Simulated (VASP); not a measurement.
Here is a VASP 6.6.1 calculation.

File INCAR:

```
SYSTEM = Li
  ALGO = Normal
  EDIFF = 1E-7
  ENCUT = 520
  GGA = PS
  ISIF = 2
  ISMEAR = 0
  LASPH = .True.
  LCHARG = .True.
  LELF = .True.
  LREAL = .False.
  LVHAR = .True.
  LWAVE = .False.
  NBANDS = 8
  NELM = 60
  PREC = Accurate
  SIGMA = 0.15
```

The input KPOINTS:

```
k-points
0
Gamma
  20 20 20
  0 0 0
```

POSCAR

```
Li
1.0
    0.0000000000      2.2020000000      2.2020000000
    2.2020000000      0.0000000000      2.2020000000
    2.2020000000      2.2020000000      0.0000000000
Li
1
Direct
    0.0000000000      0.0000000000      0.0000000000
```

Potentials or basis: VASP PAW PBE potentials, release 64 (Li_sv).

Command:

```sh
$ cat potpaw_PBE.64/Li_sv/POTCAR > POTCAR
$ mpirun -np 1 vasp_std > vasp.out
```

Problem. Predict the band gap on the k mesh.

Solution. None (metal or under the smearing width).
